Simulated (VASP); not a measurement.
Here is a VASP 6.6.1 calculation.

INCAR

```
PREC = Accurate ; ENCUT = 600
EDIFF = 1E-7 ; ISMEAR = 0
SIGMA = 0.03 ; LREAL = False
LASPH = True ; NELM = 80
ALGO = Normal ; ISIF = 3
LWAVE = False ; LCHARG = False
GGA = PE ; IVDW = 12
IBRION = 2 ; NSW = 90
EDIFFG = -0.005 ; KPAR = 2
```

The input KPOINTS:

```
Automatic mesh
0
Gamma
  9 9 5
```

The input POSCAR:

```
ZrSe2                                   
1.0
    3.7403501874      0.0000000000      0.0000000000
   -1.8701750937      3.2392382814     -0.0000000000
    0.0000000000      0.0000000000      6.0280666929
  Zr              Se            
     1     2
Direct
     0.0000000000000000    0.0000000000000000    0.0000000000000000
     0.3333333332999970    0.6666666667000030    0.2649979648619340
     0.6666666667000030    0.3333333332999970    0.7350020351380662
```

Potentials or basis: VASP PAW PBE potentials, release 64 (Zr_sv, Se).

Run with:

```console
$ cat potpaw_PBE.64/Zr_sv/POTCAR potpaw_PBE.64/Se/POTCAR > POTCAR
$ mpirun -np 2 vasp_std > vasp.out
```

Task: Predict the relaxed volume.

Result: 24.34 Å³/atom.

Task: What does it give for the relaxed cell?

Result: a = 3.739 Å, b = 3.739 Å, c = 6.032 Å, α = 90.00°, β = 90.00°, γ = 120.00°.

Task: Predict the band gap on the k mesh.

Result: 0.05 eV, indirect (least direct gap 0.94 eV).

Final structure:
```
Zr Se
1.0
     3.73854    0.00000    0.00000
    -1.86927    3.23767    0.00000
     0.00000    0.00000    6.03219
Zr Se
1 2
Direct
  0.00000 0.00000 0.00000
  0.33333 0.66667 0.26500
  0.66667 0.33333 0.73500
```

Caveat: an odd mesh through Γ misses points on the zone boundary, where band edges often lie.
